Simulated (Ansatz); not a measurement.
MoS2:

```
Mo S
1.0
     1.58550    0.91539    6.11500
    -1.58550    0.91539    6.11500
     0.00000   -1.83078    6.11500
Mo S
1 2
Direct
  0.00000 0.00000 0.00000
  0.25000 0.25000 0.25000
  0.75000 0.75000 0.75000
```

Measurements of this composition are mostly on another form, of space group No. 194.

| Item | Value |
| --- | --- |
| Program | Ansatz 0.2.0 |
| Task | relaxation of cell and atoms |
| Functional | PBE |
| Dispersion | D3(BJ) |
| Potentials or basis | Ansatz PAW |
| Cutoff | 420 eV (not typed: the program's choice for these potentials) |
| k mesh | 10 × 10 × 10 |
| Occupations | fermi-dirac, width 0.05 eV |
| Spin | no spin polarisation |

At the start: volume 17.75 Å³/atom.

**Question.** How do energy, volume and symmetry change on relaxing?

**Answer.** It ends after 6 steps and the volume is 16.97 Å³/atom (-4.4 %); space group R-3m (No. 166, to 0.05 Å).

Step by step:
| step | energy change (eV) | largest force (eV/Å) | volume (Å³) |
| --- | --- | --- | --- |
| 1 | 0.0000 | 1.0089 | 53.25 |
| 2 | -0.0430 | 0.3914 | 48.43 |
| 3 | -0.0731 | 0.0272 | 51.12 |
| 4 | -0.0734 | 0.0014 | 50.95 |
| 5 | -0.0734 | 0.0006 | 50.91 |
| 6 | -0.0731 | 0.0007 | 50.91 |

Final structure:
```yaml
crystal:
  lattice:
    - [1.56933, 0.90605, 5.96689]
    - [-1.56933, 0.90605, 5.96689]
    - [0.00000, -1.81211, 5.96689]
  atoms:
    - { symbol: Mo, position: [0.00000, 0.00000, 0.00000] }
    - { symbol: S, position: [0.24401, 0.24401, 0.24401] }
    - { symbol: S, position: [0.75599, 0.75599, 0.75599] }
```

Caveat: the plane-wave basis is chosen anew once the cell has moved, so the energies of steps on either side of that aren't comparable; pairwise dispersion overbinds metals, which lowers pressure and volume.
